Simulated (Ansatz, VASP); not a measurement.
# Cross-check of Ti4B (B/Ti(0001)) between VASP and Ansatz

Wanted: the spread between two codes on one cell, functional and k mesh. Of the first pair: The cell is taken from a series of runs on this material, whose earlier steps may have relaxed, scaled, displaced or heated it; both programs get it as it stands.

Calculated with Ansatz 0.2.0; plane waves, with VASP 6.6.1 beside it; single point at PBE.

## (1) The structure

The cell holds 5 atoms: 4 Ti and 1 B. Cell: a = 2.950 Å, b = 2.950 Å, c = 22.774 Å, α = 90.0°, β = 90.0°, γ = 60.0°. Vacuum lies along c.

As a file:

```
Ti B
1.0
     2.95000    0.00000    0.00000
     1.47500    2.55477    0.00000
     0.00000    0.00000   22.77412
Ti B
4 1
Direct
  0.66667 0.66667 0.30737
  0.00000 0.00000 0.41022
  0.66667 0.66667 0.51229
  0.00000 0.00000 0.61864
  0.33333 0.33333 0.68383
```

## (2) VASP: single point, PBE, pair 1

A single point gives forces, pressure and levels at one fixed geometry, so differences don't come from the geometry; what else differs is listed under the comparison.

Lines of VASP's logs that name or quote its potential files are left out, and so is its time.

The input, INCAR:

```
SYSTEM = Ti4B
PREC = Accurate
ENCUT = 420
EDIFF = 1E-06
NELM = 120
ISMEAR = -1
SIGMA = 0.1
LREAL = .FALSE.
ALGO = Normal
GGA = PE
NBANDS = 31
LASPH = .TRUE.
LORBIT = 11
LWAVE = .FALSE.
LCHARG = .FALSE.
ISIF = 2
LDIPOL = .TRUE.
IDIPOL = 3
DIPOL = 0.5 0.5 0.51
LVHAR = .TRUE.
GGA_COMPAT = .FALSE.
NELMDL = -8
KPAR = 2
```

The input, POSCAR:

```
Ti4B
1.0
    2.9500000000      0.0000000000      0.0000000000
    1.4750000000      2.5547749412      0.0000000000
    0.0000000000      0.0000000000     22.7741168345
Ti B
4 1
Direct
    0.6666666666      0.6666666666      0.3073664744
    1.0000000000      1.0000000000      0.4102156877
    0.6666666666      0.6666666666      0.5122869935
    1.0000000000      1.0000000000      0.6186414725
    0.3333333333      0.3333333333      0.6838262527
```

The input, KPOINTS:

```
Automatic mesh
0
Gamma
12 12 1
0 0 0
```

Potentials, in the order of the species: Ti_sv and B (PBE family, release 64).

Started as:

```console
$ mpirun -np 2 vasp_std
```

Numbers of over 12 decimals in the logs are rounded to 6 here.

Log:

```text
[banner, memory and clock lines left out]
running    2 mpi-ranks, on    1 nodes
 distrk:  each k-point on    1 cores,    2 groups
 distr:  one band on    1 cores,    1 groups

 POSCAR found type information on POSCAR TiB
 POSCAR found :  2 types and       5 ions
 LDA part: xc-table for (Slater+PW92), standard interpolation
 POSCAR, INCAR and KPOINTS ok, starting setup
 FFT: planning ... GRIDC
 FFT: planning ... GRID_SOFT
 FFT: planning ... GRID
 WAVECAR not read
 entering main loop
       N       E                     dE             d eps       ncg     rms          rms(c)
DAV:   1     0.559290428351E+03    0.55929E+03   -0.25523E+04  1402   0.148E+03
DAV:   2     0.402018840154E+02   -0.51909E+03   -0.51134E+03  1227   0.489E+02
DAV:   3    -0.281892531490E+02   -0.68391E+02   -0.66995E+02  1996   0.152E+02
DAV:   4    -0.399202505420E+02   -0.11731E+02   -0.11631E+02  1768   0.535E+01
DAV:   5    -0.409650417734E+02   -0.10448E+01   -0.10433E+01  1893   0.146E+01
DAV:   6    -0.409947883094E+02   -0.29747E-01   -0.29727E-01  1808   0.288E+00
DAV:   7    -0.409957380680E+02   -0.94976E-03   -0.94905E-03  1924   0.432E-01
DAV:   8    -0.409957672968E+02   -0.29229E-04   -0.29208E-04  1648   0.763E-02    0.184E+01
DAV:   9    -0.168484861413E+03   -0.12749E+03   -0.12302E+03  1902   0.150E+02    0.505E+01
DAV:  10    -0.246396056428E+02    0.14385E+03   -0.52876E+02  1740   0.683E+01    0.157E+01
DAV:  11    -0.472199882531E+02   -0.22580E+02   -0.33957E+02  1724   0.604E+01    0.241E+01
DAV:  12    -0.372096518728E+02    0.10010E+02   -0.12083E+02  1688   0.519E+01    0.134E+01
DAV:  13    -0.357286831844E+02    0.14810E+01   -0.25810E+01  1662   0.209E+01    0.647E+00
DAV:  14    -0.349923668141E+02    0.73632E+00   -0.35474E+00  1800   0.105E+01    0.422E+00
[...]
DAV:  26    -0.346402604683E+02   -0.58266E-04   -0.76122E-05  1649   0.646E-02    0.229E-02
DAV:  27    -0.346402900744E+02   -0.29606E-04   -0.15028E-05  1319   0.220E-02    0.180E-02
DAV:  28    -0.346403368341E+02   -0.46760E-04   -0.38079E-05  1292   0.293E-02    0.743E-03
DAV:  29    -0.346403658618E+02   -0.29028E-04   -0.40156E-06  1117   0.149E-02    0.363E-03
DAV:  30    -0.346403921753E+02   -0.26313E-04   -0.32806E-06  1118   0.124E-02    0.251E-03
DAV:  31    -0.346404012293E+02   -0.90540E-05   -0.20587E-06   936   0.713E-03    0.368E-03
DAV:  32    -0.346404022583E+02   -0.10290E-05   -0.47746E-07   764   0.403E-03    0.232E-03
DAV:  33    -0.346404031317E+02   -0.87340E-06   -0.50882E-07   710   0.304E-03
   1 F= -.34640403E+02 E0= -.34523336E+02  d E =-.234134E+00
```

Parts of OUTCAR (step 2):

```text
ion  position               nearest neighbor table
   1  0.667  0.667  0.307-   2 2.90   2 2.90   2 2.90
   2  0.000  0.000  0.410-   3 2.88   3 2.88   3 2.88   1 2.90   1 2.90   1 2.90
   3  0.667  0.667  0.512-   2 2.88   2 2.88   2 2.88
   4  0.000  0.000  0.619-   5 2.26   5 2.26   5 2.26
   5  0.333  0.333  0.684-   4 2.26   4 2.26   4 2.26

  LATTYP: Found a hexagonal cell.
 ALAT       =     2.9500000000
 C/A-ratio  =     7.7200396048

 Subroutine GETGRP returns: Found  6 space group operations
 (whereof  6 operations were pure point group operations)

The static configuration has the point symmetry C_3v.

 Found     19 irreducible k-points:

   k-points           NKPTS =     19   k-points in BZ     NKDIM =     19   number of bands    NBANDS=     31

   dimension x,y,z NGX =    20 NGY =   20 NGZ =  160
   dimension x,y,z NGXF=    40 NGYF=   40 NGZF=  320

   ENCUT  =  420.0 eV  30.87 Ry    5.56 a.u.   4.93  4.93 38.06*2*pi/ulx,y,z

   NELECT =      51.0000    total number of electrons

 k-points in reciprocal lattice and weights: Automatic mesh
   0.00000000  0.00000000  0.00000000       0.007
   0.08333333 -0.00000000  0.00000000       0.042
   0.16666667 -0.00000000  0.00000000       0.042
   0.25000000  0.00000000  0.00000000       0.042
   0.33333333  0.00000000  0.00000000       0.042
   0.41666667  0.00000000  0.00000000       0.042
   0.50000000  0.00000000  0.00000000       0.021
   0.16666667  0.08333333  0.00000000       0.042
   0.25000000  0.08333333  0.00000000       0.083
[...]
-0.41666667  0.25000000  0.00000000       0.083
  -0.33333333  0.33333333  0.00000000       0.014

 dipolmoment           0.000000      0.000000      0.037143 electrons x Angstroem

 average (electrostatic) potential at core
       1 -79.9528       2 -79.7476       3 -79.7234       4 -79.5125       5 -32.4465

 E-fermi :   1.0144

 k-point     1 :       0.0000    0.0000    0.0000
  band No.  band energies     occupation
    ...
     19      -3.3945      2.00000
     20      -2.2415      2.00000
     21      -1.6887      2.00000
     22       0.8963      1.53023
     23       1.0379      0.88284
     24       1.4914      0.01682
     25       1.5794      0.00701
     26       1.5794      0.00701
     27       1.6916      0.00229
     28       1.7841      0.00091
    ...

 k-point     2 :       0.0833   -0.0000    0.0000
  band No.  band energies     occupation
    ...
     19      -3.2275      2.00000
     20      -2.0817      2.00000
     21      -1.5321      2.00000
     22       0.7509      1.86613
     23       0.9722      1.20782
     24       1.2410      0.18787
     25       1.3959      0.04312
     26       1.5590      0.00858
     27       1.6705      0.00282
     28       1.7313      0.00154
    ...

 k-point     3 :       0.1667   -0.0000    0.0000
  band No.  band energies     occupation
    ...
     20      -1.6472      2.00000
     21      -1.1144      2.00000
     22       0.3200      1.99807
     23       0.7133      1.90616
     24       0.8368      1.71022
     25       1.1560      0.39062
     26       1.2474      0.17730
     27       1.5426      0.01011
     28       1.8741      0.00037
     29       1.8835      0.00034
    ...

  Total       -2.9026381     -2.9026381     -1.5419400      0.0000000      0.0000000      0.0000000
  in kB      -27.0948819    -27.0948819    -14.3933486      0.0000000      0.0000000      0.0000000
  external PRESSURE =     -22.8610375 kB  Pullay stress =       0.0000000 kB

  energy-cutoff  :      420.00
  volume of cell :      171.64
      direct lattice vectors                 reciprocal lattice vectors
     2.950000000  0.000000000  0.000000000     0.338983051 -0.195711956  0.000000000
     1.475000000  2.554774941  0.000000000     0.000000000  0.391423911  0.000000000
     0.000000000  0.000000000 22.774116834     0.000000000  0.000000000  0.043909496

 POSITION                                       TOTAL-FORCE (eV/Angst)
 -----------------------------------------------------------------------------------
      2.95000      1.70318      7.00000        -0.000000      0.000000      0.532578
      0.00000      0.00000      9.34230        -0.000000     -0.000000     -0.528508
      2.95000      1.70318     11.66688         0.000000     -0.000000     -0.003742
      0.00000      0.00000     14.08901        -0.000000     -0.000000     -0.004600
      1.47500      0.85159     15.57354         0.000000      0.000000      0.004272
 -----------------------------------------------------------------------------------
    total drift:                                0.000001      0.000000      0.000420

  FREE ENERGIE OF THE ION-ELECTRON SYSTEM (eV)
  ---------------------------------------------------
  free  energy   TOTEN  =       -34.6404031317 eV

  energy  without entropy=      -34.4062691204  energy(sigma->0) =      -34.52333613

 vacuum level on the upper side and lower side of the slab         6.309         5.417

 total charge
# of ion       s       p       d       tot
------------------------------------------
    1        2.246   6.062   1.875  10.182
    2        2.243   6.120   1.867  10.230
    3        2.242   6.116   1.864  10.223
    4        2.231   6.159   1.918  10.308
    5        0.805   0.727   0.000   1.533
--------------------------------------------------
tot          9.768  25.184   7.524  42.476

[... 3 further parts left out ...]
```

## (3) Ansatz: single point, PBE, pair 1

Ansatz runs on its default PAW (the set named soft_2) files.

The same cell, functional, mesh and smearing now go to Ansatz, which takes its cutoff from its data sets.

The input, input.yaml:

```yaml
crystal:
  lattice:
    - [2.95, 0.0, 0.0]
    - [1.475, 2.5547749412, 0.0]
    - [0.0, 0.0, 22.7741168345]
  atoms:
    - { symbol: Ti, position: [0.6666666667, 0.6666666667, 0.3073664744] }
    - { symbol: Ti, position: [0.0, 0.0, 0.4102156877] }
    - { symbol: Ti, position: [0.6666666667, 0.6666666667, 0.5122869935] }
    - { symbol: Ti, position: [0.0, 0.0, 0.6186414725] }
    - { symbol: B, position: [0.3333333333, 0.3333333333, 0.6838262527] }
kpoints:
  mp_grid: { grid: [12, 12, 1] }
hamiltonian:
  xc: pbe
scf:
  occupations: { method: fermi_dirac, width: 0.1 }
efield:
  axis: 3
  dipole_correction: true
  ramp_width: 0.05
output:
  forces: true
  write_potential: true
  write_density: true
  volumetric_format: npy
```

Started as:

```console
$ ansatz run input.yaml --threads 4 --pin off --max-ram 8192MiB --backend cpu --events-out ev --progress --plain --runs-dir out
```

Log:

```text
Engine: ansatz 0.2.0, aarch64-unknown-linux-gnu
Pseudopotentials: kind: paw
Pseudopotential: Ti, paw, valence charge 12, recommended cutoff 420 eV (normal), Ti.paw.azcp
Pseudopotential: B, paw, valence charge 3, recommended cutoff 420 eV (normal), B.paw.azcp
Functional definition: PBE
  parameter kappa = 0.804
  parameter beta = 0.066725
  exchange = pbe_x(kappa = kappa, mu = beta*pi^2/3)
  correlation = pbe_c(beta = beta)
Crystal: 5 atoms, lattice volume = 171.639 Å³
Basis set: ecut = 420 eV, 3293 PW (Γ), exchange–correlation on 40×40×320 points (8 copies of the dense FFT grid, shifted against one another)
Bands: 31, of which v1, the nominal top of the filled ones, is band 26 counted from 1 (25 counted from 0)
Symmetry: 6 space group operations
Space group: P3m1 (ITA 156), of the structure as read, at distance tolerance 5.6e-5 Å
k-points: 19 of 144 (time reversal used)
Non-local potential: Ti, projectors of the file, l = 0: 3, l = 1: 2, l = 2: 3, l = 3: 1
Non-local potential: B, projectors of the file, l = 0: 2, l = 1: 2, l = 2: 1
PAW form: soft (Blöchl's): semilocal exchange-correlation on the pseudo side does not see the compensation charge
PAW one-centre angular grid: Ti, 590 points (default); XC on 64 Gauss nodes
PAW one-centre angular grid: B, 110 points (default); XC on 64 Gauss nodes
Initial density: superposition of atomic densities (neutral atoms: chi_scale 0, normalization atom), corrected by the library's trained network
Initial wavefunctions: pseudopotential atomic-orbital guess
Functional: x = pbe(κ = 0.804, μ = 0.219515), c = pbe(β = 0.066725)
SCF iter   1: F=—  HF=-10151.385281 eV  |F-HF|=—  |Δ(HF+E_count)|=         —  Δρ=2.08e-2  dr2=2.28e1  ethr=1.77e-3  p=-0.021 e·Å  D=-2.19e-2 V/Å  ΔV_dip=0.50 eV  dr2_dipole=1.37e1  V_vac-E_F(+/−)=4.87/4.37 eV  ⟨swp⟩=7.2  Hψ=5903  notcnv=0
efield: sawtooth ramp at fractional position 0.9706 (placed from the atoms, in the widest stretch of the axis that holds none; the zero of the levels goes with the place), width 0.0500; the density the first Hamiltonian is built on has a dipole p = -0.021 e·Å; the dipole correction subtracts the counter field D = -2.19e-2 V/Å, which shifts the + side's vacuum level by +0.50 eV against the − side's; the planar-averaged density in the ramp window peaks in size at 1.7e-4 e/Å³
automatic band count: the SCF goes on with 36 bands, as 31 were too few: the levels above may hold too much charge
preconditioner: auto → LDOS  [metal: Δε(μ)=0.075 eV  Ē_g=3.421 eV  σ=0.100 eV  W_gap=0.18  n_scr=16 (ndim 8)  ℏωp=12.4 eV  f_vac=0.466  D(μ)=6.76/eV (n_scr^D=60)  β→1.0]
SCF iter   2: F=—  HF=-10151.200640 eV  |F-HF|=—  |Δ(HF+E_count)|=   1.85e-1  Δρ=5.70e-3  dr2=4.59e-1  ethr=1.77e-3  p=-0.052 e·Å  D=-5.43e-2 V/Å  ΔV_dip=1.24 eV  dr2_dipole=2.88e-1  V_vac-E_F(+/−)=5.58/4.34 eV  ⟨swp⟩=2.0  Hψ=928  notcnv=0
SCF iter   3: F=—  HF=-10151.191792 eV  |F-HF|=—  |Δ(HF+E_count)|=   8.85e-3  Δρ=1.63e-3  dr2=1.97e-2  ethr=9.01e-4  p=-0.037 e·Å  D=-3.87e-2 V/Å  ΔV_dip=0.88 eV  dr2_dipole=9.81e-3  V_vac-E_F(+/−)=5.24/4.36 eV  ⟨swp⟩=2.2  Hψ=819  notcnv=0
SCF iter   4: F=—  HF=-10151.191040 eV  |F-HF|=—  |Δ(HF+E_count)|=   7.51e-4  Δρ=2.96e-4  dr2=7.23e-4  ethr=3.87e-5  p=-0.038 e·Å  D=-4.05e-2 V/Å  ΔV_dip=0.92 eV  dr2_dipole=2.44e-4  V_vac-E_F(+/−)=5.30/4.38 eV  ⟨swp⟩=2.0  Hψ=825  notcnv=0
SCF iter   5: F=—  HF=-10151.191051 eV  |F-HF|=—  |Δ(HF+E_count)|=   1.07e-5  Δρ=1.52e-4  dr2=5.67e-5  ethr=1.42e-6  p=-0.038 e·Å  D=-3.99e-2 V/Å  ΔV_dip=0.91 eV  dr2_dipole=9.56e-9  V_vac-E_F(+/−)=5.30/4.39 eV  ⟨swp⟩=2.0  Hψ=883  notcnv=0
SCF iter   6: F=—  HF=-10151.191024 eV  |F-HF|=—  |Δ(HF+E_count)|=   2.76e-5  Δρ=3.44e-5  dr2=7.23e-6  ethr=1.11e-7  p=-0.038 e·Å  D=-3.96e-2 V/Å  ΔV_dip=0.90 eV  dr2_dipole=4.28e-6  V_vac-E_F(+/−)=5.30/4.40 eV  ⟨swp⟩=2.2  Hψ=936  notcnv=0
SCF iter   7: F=—  HF=-10151.191025 eV  |F-HF|=—  |Δ(HF+E_count)|=   1.77e-6  Δρ=1.59e-5  dr2=1.45e-6  ethr=1.42e-8  p=-0.037 e·Å  D=-3.94e-2 V/Å  ΔV_dip=0.90 eV  dr2_dipole=5.71e-8  V_vac-E_F(+/−)=5.30/4.40 eV  ⟨swp⟩=2.1  Hψ=849  notcnv=0
SCF iter   8: F=—  HF=-10151.191026 eV  |F-HF|=—  |Δ(HF+E_count)|=   1.28e-7  Δρ=7.45e-6  dr2=5.99e-7  ethr=2.84e-9  p=-0.037 e·Å  D=-3.93e-2 V/Å  ΔV_dip=0.90 eV  dr2_dipole=1.70e-7  V_vac-E_F(+/−)=5.30/4.40 eV  ⟨swp⟩=2.1  Hψ=861  notcnv=0
SCF iter   9: F=-10151.191026 eV  HF=-10151.191026 eV  |F-HF|=1.54e-9  |Δ(HF+E_count)|=   4.91e-8  Δρ=1.88e-6  dr2=1.43e-8  ethr=1.96e-10  p=-0.037 e·Å  D=-3.93e-2 V/Å  ΔV_dip=0.89 eV  dr2_dipole=3.32e-10  V_vac-E_F(+/−)=5.30/4.40 eV  ⟨swp⟩=10.9  Hψ=5295  notcnv=0
SCF 1 converged in 9 iterations: F = -10151.191026 eV  dr2 = 1.43e-8
  greatest PAW one-centre occupation: 0.999 electrons in one spin orbital (limit 2), on the Ti atom at site 1 (counted from 0), in its partial waves of l = 0
WARN: The output density's exchange-correlation potential varies sharply where the density is thin. Do not read a vacuum level from v_tot or v_xc, or from such a field of the output density. On a cell that repeats whose density bears no net charge and no dipole along the vacuum's axis use v_es (v_loc + v_h of the components); under efield.dipole_correction with no amplitude use v_es + v_field, which holds any externa [...]
SCF converged after 9 iterations
Free energy (F): -10151.191026 eV
Harris-Foulkes:  -10151.191026 eV  (|F-HF|=1.54e-9)
Internal energy: -10150.957563 eV  (E = F + TS)
E sigma→0 (E₀):  -10151.074294 eV
Entropy (-TS):   -0.233462 eV (-46.692 meV/atom)
Fermi energy:    3.198244 eV
Dipole field:    D = -0.039325 V/Å  (p = -0.037301 e·Å, saw-weighted, corrected)
Work function:   Φ+ = 5.2974 eV   Φ− = 4.4018 eV
Levels:          The Fermi level and band energies are counted from a zero that moves with the ramp; work functions are not
--- Per-component energies (eV) ---
  E_band       = -1117.299324
  E_kinetic    = 1124.961080
  E_local      = -41420.103612  (includes V_loc(G=0)·N_el)
  E_nonlocal   = 46.883272
  E_hartree    = 20168.339596
  E_xc         = -416.778144
  E_vxc        = -518.918423  (∫ρ·V_xc dr)
  E_paw        = -4268.639810  (= ΣΔE_a)
  E_vpaw       = -685.875697  (= ΣTr[D̂ρ^β])
  E_aug_tail   = 0.000480  (compensation charges beyond the density's cutoff)
  E_efield     = 0.000733  (sawtooth field / dipole correction)
  E_vefield    = -0.931561  (∫n·V_field dr)
  E_ewald      = 14614.378841
  E_smearing   = -0.233462  (= −TS)
  E_closure    = -0.000000  (closes the sum)
  Σ components = -10151.191026   (vs F -10151.191026, Δ=0.00e0)
--- Forces (eV/Å), atoms counted from 1 ---
  atom   1  Ti     0.00000000     0.00000000     0.52367617
  atom   2  Ti    -0.00000000    -0.00000000    -0.52884976
  atom   3  Ti     0.00000000     0.00000000    -0.00114337
  atom   4  Ti     0.00000000     0.00000000     0.00789660
  atom   5  B     -0.00000000     0.00000000    -0.00153289
  max |Σ_I F_I| component: 4.68e-5 eV/Å
--- Band table (eV; the first three rows and the last of 19) ---
  k-point 0: bands = [... 22 lower, 3.2226, 3.6705, 3.7657, 3.7657, 3.8787, 3.9704, 3.9704, 4.0001, ... 6 higher]
  k-point 1: bands = [... 22 lower, 3.1574, 3.4215, 3.5818, 3.7448, 3.8571, 3.9173, 4.0777, 4.0819, ... 6 higher]
  k-point 2: bands = [... 22 lower, 2.8963, 3.0198, 3.3409, 3.4320, 3.7284, 4.0611, 4.0704, 4.2166, ... 6 higher]
  k-point 18: bands = [... 22 lower, 2.0856, 2.1315, 2.5526, 3.0701, 3.2947, 3.3084, 3.3511, 3.5168, ... 6 higher]
```

Reading the cycles: dr2 is the Hartree energy of the density residual (eV), the measure of convergence; HF is the Harris–Foulkes estimate of the energy, which meets the free energy F at convergence.

## (4) Side by side

Compared:

```tsv
quantity	Ansatz	VASP	difference
work function, lower of the two faces (eV)	4.40	4.40	0.00
work function, higher of the two faces (eV)	5.30	5.29	0.00
```

Forces (eV/Å; atoms numbered as in POSCAR):

```tsv
atom	Ansatz x, y, z	VASP x, y, z
Ti1	0.000, 0.000, 0.524	0.000, 0.000, 0.533
Ti2	0.000, 0.000, -0.529	0.000, 0.000, -0.529
Ti3	0.000, 0.000, -0.001	0.000, 0.000, -0.004
Ti4	0.000, 0.000, 0.008	0.000, 0.000, -0.005
B5	0.000, 0.000, -0.002	0.000, 0.000, 0.004
```

The forces differ by 4.3 meV/Å r.m.s., which is 2.2 % of the r.m.s. force of 0.194 eV/Å (both taken over all components). With vacuum in the cell, a pressure given here is an average over mostly empty space and none of the material.

## (5) Ansatz: relaxation, PBE

The two programs are compared at the cell with which this relaxation starts, whose forces are those of its first step.

The structure compared here is the start of the Ansatz relaxation; VASP solves that cell, so the two are compared at the walk's first step.

input.yaml, the sections that differ from step 3:

```yaml
crystal:
  lattice:
    - [2.95, 0.0, 0.0]
    - [1.475, 2.5547749412, 0.0]
    - [0.0, 0.0, 22.7741168345]
  atoms:
    - { symbol: Ti, position: [0.6666666667, 0.6666666667, 0.3073664744] }
    - { symbol: Ti, position: [0.0, 0.0, 0.4102156877] }
    - { symbol: Ti, position: [0.6666666667, 0.6666666667, 0.513064901] }
    - { symbol: Ti, position: [0.0, 0.0, 0.6159141143] }
    - { symbol: B, position: [0.3333333333, 0.3333333333, 0.6926335256] }
relax:
  f_tol: 0.02
  max_steps: 60
  constraints: [{ sites: [0, 1] }]
output:
  write_potential: true
  write_density: true
  volumetric_format: npy
# kpoints, hamiltonian, scf, efield: as in step 3
```

Log:

```text
[...]
Crystal: 5 atoms, lattice volume = 171.639 Å³
Basis set: ecut = 420 eV, 3293 PW (Γ), exchange–correlation on 40×40×320 points (8 copies of the dense FFT grid, shifted against one another)
Bands: 31, of which v1, the nominal top of the filled ones, is band 26 counted from 1 (25 counted from 0)
Symmetry: 6 space group operations
[...]
atoms:
    - { symbol: Ti, position: [0.666667, 0.666667, 0.3073664744] }
    - { symbol: Ti, position: [-1.850371707762447e-17, -1.850371707762447e-17, 0.410216] }
    - { symbol: Ti, position: [0.666667, 0.666667, 0.512287] }
    - { symbol: Ti, position: [-1.8953590216413117e-17, -1.7603970800047155e-17, 0.618641] }
    - { symbol: B, position: [0.333333, 0.333333, 0.683826] }
[key lines of the parts left out:]
SCF converged after 2 iterations
Free energy (F): -10151.191026 eV
Fermi energy:    3.197954 eV
Dipole field:    D = -0.039346 V/Å  (p = -0.037321 e·Å, saw-weighted, corrected)
Work function:   Φ+ = 5.2977 eV   Φ− = 4.4015 eV
```

[end of part 1 of 2]

[Lines on the potential files, build, host, timing and source positions are cut from VASP's logs without a mark.]

[Logs are printed without paths, hosts, clocks, repeated set-up lines and the standing remarks that a program may print on its own settings, such as how far it seeks lower states.]

[Hosts, paths, dates, database ids (printed as entryN), source tags and the programs' standing remarks are cut or masked in the printed files.]
